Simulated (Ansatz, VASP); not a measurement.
**CdS: VASP beside Ansatz**

```
Cd S
1.0
     0.00000    2.94295    2.94295
     2.94295    0.00000    2.94295
     2.94295    2.94295    0.00000
Cd S
1 1
Direct
  0.00000 0.00000 0.00000
  0.75000 0.75000 0.75000
```

The cell is a database's computed one.

Alike in both runs: task single point; functional PBE; k mesh 6 × 6 × 6; occupations gaussian, width 0.1 eV; no spin polarisation.

|  | VASP | Ansatz |
| --- | --- | --- |
| version | VASP 6.6.1 | Ansatz 0.2.0 |
| potentials or method | VASP PAW PBE potentials, release 64 (Cd, S) | scalar-relativistic, plane waves, PAW |
| plane-wave cutoff (eV) | 520 | 420 |
| valence electrons in the cell | 18 | 26 |

```csv
,VASP,Ansatz,Ansatz less VASP
gap on the k mesh at the Fermi level (eV),1.09,1.08,-0.004
least direct gap on the mesh (eV),1.09,1.08,-0.004
pressure (GPa),1.5,1.2,-0.30
```

The two sets of potentials don't hold the same shells in valence.
